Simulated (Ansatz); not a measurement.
System: chalcopyrite CuInS₂. Method: PBEsol in Ansatz (PAW).

Settings: plane-wave cutoff 520 eV, 10×10×10 k mesh, Fermi–Dirac smearing 0.01 eV, no spin polarisation, scalar-relativistic PAW data made under PBE.

Results at a series of volumes:

| V (Å³/atom) | E − E_lowest (meV/atom) | P (GPa) |
|---|---|---|
| 19.919 | 8.53 | 3.43 |
| 20.334 | 2.04 | 1.61 |
| 20.749 | 0.00 | 0.00 |
| 21.164 | 1.90 | -1.44 |
| 21.579 | 7.32 | -2.72 |

Problem. Estimate the bulk modulus from the pressures at 20.334 and 21.164 Å³/atom, and compare it with a fit to all energies.

Solution. B = −V dP/dV. Between V = 20.334 and 21.164 Å³/atom, dP/dV = (-1.44 − (1.61))/(21.164 − 20.334) = -3.67 GPa per Å³/atom; at the midpoint 20.749 Å³/atom this gives B ≈ 76.2 GPa. The third-order Birch–Murnaghan fit gives V0 = 20.749 Å³/atom, B0 = 76.1 GPa, B′ = 4.9, which lies within 1 % of that estimate.

Shape and atoms are relaxed at each volume.

Note: this level leaves the solid without a gap, although one is measured.

Spin–orbit coupling is not included.

Ansatz is a quantum-chemistry and plane-wave program.
